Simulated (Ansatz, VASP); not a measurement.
# Two plane-wave programs on Bi

```
Bi
1.0
     3.44145   -3.09024    0.00000
     3.44145    3.09024    0.00000
    -1.24320    0.00000    3.07147
Bi
2
Direct
  0.75306 0.75306 0.85738
  0.24694 0.24694 0.14262
```

This isn't the form of Bi at room conditions, which is rhombohedral.

Alike in both runs: task single point; functional LDA; k mesh 6 × 6 × 9; occupations fermi-dirac, width 0.05 eV; no spin polarisation.

|  | VASP | Ansatz |
| --- | --- | --- |
| version | VASP 6.6.1 | Ansatz 0.2.0 |
| potentials or method | VASP PAW LDA potentials, release 64 (Bi_d) | Ansatz PAW |
| plane-wave cutoff (eV) | 520 | 420 |
| valence electrons in the cell | 30 | 30 |

|  | VASP | Ansatz | Ansatz less VASP |
| --- | --- | --- | --- |
| gap on the k mesh at the Fermi level (eV) | none | none | - |
| pressure (GPa) | -1.7 | -1.8 | -0.05 |
| largest component of the traceless stress (GPa) | 0.72 | 0.72 | +0.007 |
| rms of the force components (eV/Å) | 0.016 | 0.020 | +0.0039 |

Atom by atom the forces differ by 0.004 eV/Å (rms over components). A gap of «none» marks a metal or a gap that the smearing closes.

Caveats: spin-orbit coupling is left out, which moves the levels of the heavy elements; the PAW data sets come from PBE, with cores solved anew for the run's functional, which leaves a small shift of forces and pressure (Ansatz).
